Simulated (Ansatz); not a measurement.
From a trial cell to the properties of Li₂S

**The experiment.** The Crystallography Open Database holds a cell as deposited of cubic Li2S (space group Fm-3m), temperature not stated (1992): a = 5.723 Å, 15.62 Å³/atom.

The computed numbers are results of PBE, scalar-relativistic (no spin polarisation) in the plane-wave PAW code Ansatz at 420 eV, 10×10×10 k-mesh, Gaussian smearing of 0.05 eV; PAW files: Ansatz's generated set soft_2.

The chain of runs began from a cell as deposited in COD, expanded in volume.

The first cell, 0 % over the database's volume:

```
Li S
1.0
     0.00000    2.86348    2.86348
     2.86348    0.00000    2.86348
     2.86348    2.86348    0.00000
Li S
2 1
Direct
  0.25000 0.25000 0.25000
  0.75000 0.75000 0.75000
  0.00000 0.00000 0.00000
```

The runs in order:

```
run  level    k-mesh        kind  V (Å³/atom)  P (GPa)  E − E(final) (meV/atom)  gap on the mesh (eV)
  1    PBE  10×10×10  fixed cell        15.65     -0.4                      0.2                  3.40
  2    PBE  10×10×10  fixed cell        15.59     -0.3                      0.1                  3.40
  3    PBE  10×10×10  fixed cell        15.48      0.0                      0.0                  3.39
```

The cell is relaxed to zero pressure at this level.

The final structure (symmetry read at 0.01 Å). The structure is cubic, space group Fm-3m (No. 225). The conventional cell has a = 5.706 Å, b = 5.706 Å, c = 5.706 Å, α = 90.00°, β = 90.00°, γ = 90.00°. Li (site symmetry -43m) has 4 S at 2.47 Å as nearest neighbours. Around S (site symmetry m-3m) lie 8 Li at 2.47 Å. (Neighbours are counted to 15 % beyond the shortest distance.)

```csv
atom,site,symmetry,x,y,z
Li,8c,-43m,0.2500,0.7500,0.7500
S,4a,m-3m,0.0000,0.0000,0.0000
```

At the final geometry the gap, band path included, is 3.39 eV. The equation of state gives B0 = 41 GPa and B0′ = 3.9. Against the elements' standard states, run alike and uncorrected, the formation energy is -1.36 eV/atom. 

**Why it comes out so.**

Formal charges Li⁺, S²⁻ balance and leave closed shells on every ion, so a band insulator is expected, and the gap is 3.39 eV.

Bader charges against formal ones: Li +0.86 (+1), S −1.72 (−2). The cations give up 86 % of the formal charge; Bader charges stay under formal ones because the anions' density reaches into the cations' basins, though a share this high marks a strongly ionic bond.

**Comparison.** The computed cell (5.706 Å, 15.48 Å³/atom) differs from the database's by −0.9 % in volume, about −0.3 % in length. PBE more often overestimates volumes; a smaller cell is partly the thermal expansion and zero-point motion that the static lattice lacks, roughly 2.0 to 4.9 % in volume at 300 K (room temperature assumed) by Grüneisen's rule, γ·3k_BT/(B0·V0) with γ of 1 to 2.5.

Kohn–Sham gaps of semilocal functionals lie under measured ones, often by a third or more.
